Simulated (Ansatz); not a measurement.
TiTe2: pressure against volume, fitted

```xyz
3
Lattice="3.7770 0.0000 0.0000 -1.8885 3.2710 0.0000 0.0000 0.0000 6.4980" Properties=species:S:1:pos:R:3 pbc="T T T"
Ti    0.0000    0.0000    0.0000
Te    1.8885    1.0903    1.7077
Te    0.0000    2.1807    4.7903
```

Atom numbers follow the list: Ti1, Te2, Te3.

The cell is COD entry 1008063, as deposited and not checked against the literature; nothing was relaxed.

No spin–orbit coupling, which matters for the heavy atoms here.

Computed with DFT, PBEsol, all-electron LAPW, scalar-relativistic in Ansatz 0.2.0.

Numerical set-up: a Γ-centred 13×13×7 k mesh, Fermi–Dirac smearing of 0.03 eV, basis error target 1 meV/atom, no spin polarisation.

The cell is scaled evenly. Fractional coordinates are held (clamped ions).

```
V (Å³/atom)  P (GPa)
     25.154     1.95
     26.225    -1.00
     26.492    -1.65
     26.760    -2.26
     27.027    -2.84
     27.295    -3.39
     27.830    -4.41
     28.365    -5.32
```

Question: Fit a third-order Birch–Murnaghan curve to the pressures.

Answer: P = (3B0/2)(y^(7/2) − y^(5/2))[1 + (3/4)(B0′ − 4)(y − 1)] with y = (V0/V)^(2/3) fits within 0.01 GPa for V0 = 25.835 Å³/atom, B0 = 69.1 GPa and B0′ = 4.15.

Question: Predict the pressure at the withheld volume, 25.689 Å³/atom.

Answer: There y = 1.0038, so the fit gives 0.40 GPa; the run gave 0.40 GPa.
